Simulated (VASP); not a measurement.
Write the native input for VASP 6.6.1 that does the following.

- Task: band structure
- Functional: r2SCAN
- Potentials or basis: VASP PAW PBE potentials, release 64 (Nb_sv)
- Cutoff: 520 eV
- k mesh: 11 × 11 × 11
- Occupations: fermi-dirac, width 0.05 eV
- Spin: no spin polarisation
- Further INCAR settings: ALGO = Normal; EDIFF = 1e-06; NBANDS = 12

The structure of Nb lies in POSCAR:

```
Nb
1.0
   -1.6639500000      1.6639500000      1.6639500000
    1.6639500000     -1.6639500000      1.6639500000
    1.6639500000      1.6639500000     -1.6639500000
Nb
1
Direct
    0.0000000000      0.0000000000      0.0000000000
```

One way to write it, as run:

INCAR

```
SYSTEM = Nb
PREC = Accurate
ENCUT = 520
EDIFF = 1E-6
ISMEAR = -1
SIGMA = 0.05
LREAL = .FALSE.
LASPH = .TRUE.
NELM = 100
ALGO = Normal
ISIF = 2
LWAVE = .FALSE.
LCHARG = .FALSE.
LMAXMIX = 4
METAGGA = R2SCAN
LMIXTAU = .TRUE.
NBANDS = 12
```

KPOINTS

```
regular mesh
0
G
  11 11 11
  0 0 0
```

KPOINTS_OPT

```
path GHNGPH,PN
20
line-mode
reciprocal
 0.0000000000  0.0000000000  0.0000000000  G
 0.5000000000 -0.5000000000  0.5000000000  H

 0.5000000000 -0.5000000000  0.5000000000  H
 0.0000000000  0.0000000000  0.5000000000  N

 0.0000000000  0.0000000000  0.5000000000  N
 0.0000000000  0.0000000000  0.0000000000  G

 0.0000000000  0.0000000000  0.0000000000  G
 0.2500000000  0.2500000000  0.2500000000  P

 0.2500000000  0.2500000000  0.2500000000  P
 0.5000000000 -0.5000000000  0.5000000000  H

 0.2500000000  0.2500000000  0.2500000000  P
 0.0000000000  0.0000000000  0.5000000000  N
```

Potentials or basis: VASP PAW PBE potentials, release 64 (Nb_sv).

Command:

```bash
$ cat potpaw_PBE.64/Nb_sv/POTCAR > POTCAR
$ mpirun -np 1 vasp_std > vasp.out
```

It gave:

```yaml
Pressure: -3.6 GPa
Band_gap_along_the_path: none (metal or under the smearing width)
```

Caveat: the PAW data sets were made with another functional, which shifts forces and pressure a little.

Wall time 64 s on 1 thread of Intel(R) Xeon(R) Platinum 8375C CPU @ 2.90GHz (Ice Lake), on a shared host, peak memory 0.15 GiB.
